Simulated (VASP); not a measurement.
# InP (F-43m) in VASP: further runs

Aim: see how the results for InP move with the level of theory and the settings. Levels: SVWN5, r2SCAN. Tasks: single point.

Everything below comes from runs of VASP 6.6.1. Logs are shortened: lines on timing, memory, paths and dates and some standing lists are left out, and cuts for length are marked.

**Measured values to compare with.**

A printed reference work, data compilation reports, for a bulk crystal of InP at 1.6 K: band gap 1.4236 eV (direct).

The runs below are set against these values where they give the same quantity.

## 1. The cell of the first run

It takes space group F-43m (No. 216, cubic). Conventional cell: a = 5.976 Å, b = 5.976 Å, c = 5.976 Å, α = 90.00°, β = 90.00°, γ = 90.00°. In (site symmetry -43m) has 4 P at 2.59 Å within 3.4 Å. P (site symmetry -43m) has 4 In at 2.59 Å within 3.4 Å.

## 2. Single point, SVWN5

INCAR

```
SYSTEM = InP
PREC = Accurate
ENCUT = 520
EDIFF = 1E-6
ISMEAR = -1
SIGMA = 0.05
LREAL = .False.
LASPH = .True.
NELM = 100
ALGO = Normal
ISIF = 2
LWAVE = .False.
LCHARG = .True.
GGA = VW
LELF = .True.
LVHAR = .True.
NBANDS = 16
```

KPOINTS

```
regular mesh
0
Gamma
  8 8 8
  0 0 0
```

POSCAR

```
InP
1.0
    0.0000000000      2.9879753761      2.9879753761
    2.9879753761      0.0000000000      2.9879753761
    2.9879753761      2.9879753761      0.0000000000
In P
1 1
Direct
    0.0000000000      0.0000000000      0.0000000000
    0.7500000000      0.7500000000      0.7500000000
```

Potentials or basis: VASP PAW PBE potentials, release 64 (In_d, P).

The run is started by

```
> cat potpaw_PBE.64/In_d/POTCAR potpaw_PBE.64/P/POTCAR > POTCAR
> mpirun -np 1 vasp_std > vasp.out
```

OUTCAR:

```text
SYSTEM = InP
   PREC = Accurate
   ENCUT = 520
   EDIFF = 1E-6
   ISMEAR = -1
   LREAL = .False.
   LASPH = .True.
   NELM = 100
   ISIF = 2
   GGA = VW

 ion  position               nearest neighbor table
   1  0.000  0.000  0.000-   2 2.59   2 2.59   2 2.59   2 2.59
   2  0.750  0.750  0.750-   1 2.59   1 2.59   1 2.59   1 2.59

  LATTYP: Found a face centered cubic cell.
 ALAT       =     5.9759507522

  Lattice vectors:

 A1 = (   0.0000000000,   2.9879753761,   2.9879753761)
 A2 = (   2.9879753761,   0.0000000000,   2.9879753761)
 A3 = (   2.9879753761,   2.9879753761,   0.0000000000)

Analysis of symmetry for initial positions (statically):
=====================================================================
 Subroutine PRICEL returns:
 Original cell was already a primitive cell.

 Routine SETGRP: Setting up the symmetry group for a
 face centered cubic supercell.

 Subroutine GETGRP returns: Found 24 space group operations
 (whereof 24 operations were pure point group operations)
 out of a pool of 48 trial point group operations.

The static configuration has the point symmetry T_d .

Analysis of symmetry for dynamics (positions and initial velocities):
=====================================================================
 Subroutine PRICEL returns:
 Original cell was already a primitive cell.

 Routine SETGRP: Setting up the symmetry group for a
 face centered cubic supercell.

 Subroutine GETGRP returns: Found 24 space group operations
 (whereof 24 operations were pure point group operations)
 out of a pool of 48 trial point group operations.

The dynamic configuration has the point symmetry T_d .

 Subroutine INISYM returns: Found 24 space group operations
 (whereof 24 operations are pure point group operations),
 and found     1 'primitive' translations

----------------------------------------------------------------------------------------

                                     Primitive cell

  volume of cell :      53.3533

  direct lattice vectors                    reciprocal lattice vectors
     0.000000000  2.987975376  2.987975376    -0.167337390  0.167337390  0.167337390
     2.987975376  0.000000000  2.987975376     0.167337390 -0.167337390  0.167337390
     2.987975376  2.987975376  0.000000000     0.167337390  0.167337390 -0.167337390

  length of vectors
[... 79 lines left out ...]
   LASPH  =      T    aspherical Exc in radial PAW
   ENCUT  =  520.0 eV  38.22 Ry    6.18 a.u.   7.86  7.86  7.86*2*pi/ulx,y,z
   NELM   =    100;   NELMIN=  2; NELMDL= -5     # of ELM steps
   EDIFF  = 0.1E-05   stopping-criterion for ELM
   LREAL  =      F    real-space projection
   EDIFFG = 0.1E-04   stopping-criterion for IOM
   NSW    =      0    number of steps for IOM
   IBRION =     -1    ionic relax: 0-MD 1-quasi-New 2-CG
   NFREE  =      0    steps in history (QN), initial steepest desc. (CG)
   ISIF   =      2    stress and relaxation
   ISYM   =      2    0-nonsym 1-usesym 2-fastsym
   POTIM  = 0.5000    time-step for ionic-motion
   TEBEG  =    0.0;   TEEND  =   0.0 temperature during run
   PSTRESS=    0.0 pullay stress
   NELECT =      18.0000    total number of electrons
   NUPDOWN=      -1.0000    fix difference up-down
   EMIN   =  10.00;   EMAX   =-10.00  energy-range for DOS
   EFERMI =   0.00;   METHOD = LEGACY
   ISMEAR =    -1;   SIGMA  =   0.05  broadening in eV -4-tet -1-fermi 0-gaus
   EFERMI_NEDOS =   21; number of points for ismear=-14 and -15
   IALGO  =     38    algorithm
   IMIX   =      4    mixing-type and parameters
     AMIX     =   0.40;   BMIX     =  1.00
     AMIX_MAG =   1.60;   BMIX_MAG =  1.00
  volume/ion in A,a.u.               =      26.68       180.02
  Fermi-wavevector in a.u.,A,eV,Ry     =   1.139669  2.153662 17.671858  1.298845
  Thomas-Fermi vector in A             =   2.276372
   LORBIT       =      0    0 simple, 1 ext, 2 COOP (PROOUT), +10 PAW based schemes
   GGA     = VW    functional components
   LHFCALC =     F    Hartree Fock is set to
   AEXX    =    0.0000 exact exchange contribution
   IVDW    =     0    specifies the selected vdW correction
   LEPSILON=     F    determine dielectric tensor
   LRPA    =     F    only Hartree local field effects (RPA)
 non-spin polarized calculation
  energy-cutoff  :      520.00
  volume of cell :       53.35
 maximum number of plane-waves:      1459
   NGX = 15   NGY = 15   NGZ = 15

 number of electron      18.0000002 magnetization

 Free energy of the ion-electron system (eV)
  ---------------------------------------------------
  ext. energy  EPLUGINS =         0.00000000
  ---------------------------------------------------
  free energy    TOTEN  =        -9.59292626 eV

  energy without entropy =       -9.59256858  energy(sigma->0) =       -9.59274742

 E-fermi :   4.4476     XC(G=0):  -9.3541

 val. band max:        4.3251012061   @ k =   0.0000   0.0000   0.0000
 cond. band min:       4.4915303056   @ k =   0.0000   0.0000   0.0000
 fundamental gap:      0.1664290995
 Fermi energy:         4.4475891804

 k-point     1 :       0.0000    0.0000    0.0000
  band No.  band energies     occupation
      1      -9.7249      2.00000
      2      -9.7249      2.00000
      3      -9.7249      2.00000
      4      -9.5963      2.00000
      5      -9.5963      2.00000
      6      -6.8526      2.00000
[... 433 lines left out ...]
      3      -9.6677      2.00000
      4      -9.6007      2.00000
      5      -9.5855      2.00000
      6      -4.9892      2.00000
[... 8 lines left out ...]
     15      14.7578      0.00000
     16      15.3903      0.00000

 [... further k-points ...]

------------------------ aborting loop because EDIFF is reached ----------------------------------------

  FORCE on cell =-STRESS in cart. coord.  units (eV):
  Direction    XX          YY          ZZ          XY          YZ          ZX
  --------------------------------------------------------------------------------------
  -------------------------------------------------------------------------------------
  Total       -1.5113984     -1.5113984     -1.5113984      0.0000000     -0.0000000      0.0000000
  in kB      -45.3866903    -45.3866903    -45.3866903      0.0000000     -0.0000000      0.0000000
  external PRESSURE =     -45.3866903 kB  Pullay stress =       0.0000000 kB

 VOLUME and BASIS-vectors are now :
 -----------------------------------------------------------------------------
  energy-cutoff  :      520.00
  volume of cell :       53.35
      direct lattice vectors                 reciprocal lattice vectors
     0.000000000  2.987975376  2.987975376    -0.167337390  0.167337390  0.167337390
     2.987975376  0.000000000  2.987975376     0.167337390 -0.167337390  0.167337390
     2.987975376  2.987975376  0.000000000     0.167337390  0.167337390 -0.167337390

 POSITION                                       TOTAL-FORCE (eV/Angst)
 -----------------------------------------------------------------------------------
      0.00000      0.00000      0.00000         0.000000      0.000000      0.000000
      4.48196      4.48196      4.48196        -0.000000     -0.000000     -0.000000
 -----------------------------------------------------------------------------------
    total drift:                                0.000000      0.000000      0.000000

  FREE ENERGIE OF THE ION-ELECTRON SYSTEM (eV)
  ---------------------------------------------------
  free  energy   TOTEN  =        -9.5929262570 eV

  energy  without entropy=       -9.5925685763  energy(sigma->0) =       -9.59274742
```

OSZICAR:

```text
N       E                     dE             d eps       ncg     rms          rms(c)
DAV:   1     0.111454940937E+03    0.11145E+03   -0.83169E+03   936   0.122E+03
DAV:   2    -0.225414148255E+01   -0.11371E+03   -0.10925E+03  1064   0.298E+02
DAV:   3    -0.977724263774E+01   -0.75231E+01   -0.74883E+01  1168   0.749E+01
DAV:   4    -0.999722602309E+01   -0.21998E+00   -0.21992E+00  1280   0.137E+01
DAV:   5    -0.100045955306E+02   -0.73695E-02   -0.73694E-02  1304   0.211E+00    0.444E+00
DAV:   6    -0.963047718572E+01    0.37412E+00   -0.62015E-01  1496   0.131E+01    0.244E+00
DAV:   7    -0.959815448441E+01    0.32323E-01   -0.11666E-01  1328   0.282E+00    0.882E-01
DAV:   8    -0.959301592274E+01    0.51386E-02   -0.11093E-02  1184   0.111E+00    0.282E-01
DAV:   9    -0.959290309679E+01    0.11283E-03   -0.11336E-03  1256   0.387E-01    0.138E-01
DAV:  10    -0.959292225818E+01   -0.19161E-04   -0.13116E-04  1264   0.796E-02    0.834E-02
DAV:  11    -0.959292744399E+01   -0.51858E-05   -0.16994E-05  1312   0.580E-02    0.344E-02
DAV:  12    -0.959292627558E+01    0.11684E-05   -0.28923E-06  1152   0.162E-02    0.624E-03
DAV:  13    -0.959292625704E+01    0.18538E-07   -0.19358E-07   632   0.272E-03
   1 F= -.95929263E+01 E0= -.95927474E+01  d E =-.357681E-03
```

It took 16 s on 1 thread of Intel Xeon Platinum 8259CL at 2.50GHz (Skylake/Cascade Lake), shared host; peak memory 0.16 GiB.

Results:

```
Free energy            : -9.5929 eV
Pressure               : -4.5 GPa
Band gap on the k mesh : 0.17 eV, direct
```

Caveat: the PAW data sets were made with another functional, which shifts forces and pressure a little; spin-orbit coupling is left out, which moves the levels of the heavy elements.

## 3. Single point, r2SCAN

This run uses another cell than the first one, of 25.17 Å³/atom, 0.943 times its volume.

POSCAR

```
InP
1.0
    0.0000000000      2.9305000000      2.9305000000
    2.9305000000      0.0000000000      2.9305000000
    2.9305000000      2.9305000000      0.0000000000
In P
1 1
Direct
    0.0000000000      0.0000000000      0.0000000000
    0.7500000000      0.7500000000      0.7500000000
```

INCAR.step1

```
SYSTEM = InP
PREC = Accurate ; ENCUT = 520
ISMEAR = -1 ; SIGMA = 0.05
LREAL = .False. ; LASPH = .True.
NELM = 80 ; NBANDS = 16
GGA = PE ; ALGO = Normal
EDIFF = 1E-4 ; LWAVE = .True.
LCHARG = .False.
```

INCAR.step2

```
SYSTEM = InP
PREC = Accurate ; ENCUT = 520
EDIFF = 1E-6 ; ISMEAR = -1
SIGMA = 0.05 ; LREAL = .False.
LASPH = .True. ; NELM = 80
ALGO = Normal ; ISIF = 2
LWAVE = .False. ; LCHARG = .True.
METAGGA = R2SCAN ; LMIXTAU = .True.
LELF = .True. ; LVHAR = .True.
NBANDS = 16 ; ISTART = 1
```

KPOINTS is that of step 2.

Potentials or basis: VASP PAW PBE potentials, release 64 (In_d, P).

The run is started by

```
> cat potpaw_PBE.64/In_d/POTCAR potpaw_PBE.64/P/POTCAR > POTCAR
> cp INCAR.step1 INCAR
> mpirun -np 1 vasp_std > vasp.out
> cp INCAR.step2 INCAR
> mpirun -np 1 vasp_std > vasp.out
```

Run time: 58 s. Hardware: 1 thread of Intel Xeon Platinum 8259CL at 2.50GHz (Skylake/Cascade Lake), shared host; peak memory 0.19 GiB.

Results (log left out):

```
Free energy            : -32.2917 eV
Pressure               : 1.6 GPa
Band gap on the k mesh : 1.17 eV, direct
```

Levels at points of the mesh, in eV from the valence-band top:
| k point | band 5 | band 6 | band 7 | band 8 | band 9 | band 10 | band 11 | band 12 | band 13 | band 14 |
| --- | --- | --- | --- | --- | --- | --- | --- | --- | --- | --- |
| (0.00, 0.00, 0.00) | -14.48 | -12.00 | 0.00 | 0.00 | 0.00 | 1.17 | 4.44 | 4.44 | 4.44 | 9.13 |
| (0.50, 0.00, 0.00) | -14.46 | -10.19 | -5.88 | -1.01 | -1.01 | 1.87 | 5.16 | 5.16 | 7.55 | 10.10 |
| (0.50, 0.50, 0.00) | -14.44 | -9.52 | -5.88 | -2.41 | -2.41 | 2.01 | 2.55 | 9.89 | 10.32 | 10.32 |

Caveat: the PAW data sets were made with another functional, which shifts forces and pressure a little; spin-orbit coupling is left out, which moves the levels of the heavy elements.

## 4. How close it comes

Step 3. Against the measured gap of InP, 1.4236 eV (direct; 1.6 K; a printed reference work, data compilation), the calculated 1.17 eV is off by -0.25 eV. Spin-orbit coupling on In is left out. The value is that of r2SCAN, without temperature or zero-point motion.
